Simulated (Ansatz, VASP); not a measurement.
# One calculation of Sb, two programs

```
CELL_PARAMETERS angstrom
3.09604 0.00000 0.00000
0.00000 3.09604 0.00000
0.00000 0.00000 3.09604
ATOMIC_POSITIONS crystal
Sb 0.00000 0.00000 0.00000
```

Change from the starting cell: volume scaled by 0.9405.

Alike in both runs: task single point; functional PBEsol; k mesh 13 × 13 × 13; occupations fermi-dirac, width 0.05 eV; no spin polarisation.

|  | VASP | Ansatz |
| --- | --- | --- |
| version | VASP 6.6.1 | Ansatz 0.2.0 |
| potentials or method | VASP PAW PBE potentials, release 64 (Sb), cutoff 520 eV | all-electron LAPW, scalar-relativistic |

|  | VASP | Ansatz | Ansatz less VASP |
| --- | --- | --- | --- |
| pressure (GPa) | -2.0 | -2.0 | -0.08 |

Ansatz ran all-electron here, so the differences hold the error of VASP's frozen core and of both bases.

Caveats: the PAW data sets were made with another functional, which shifts forces and pressure a little (VASP). Spin-orbit coupling is left out, which matters for the levels of Sb.
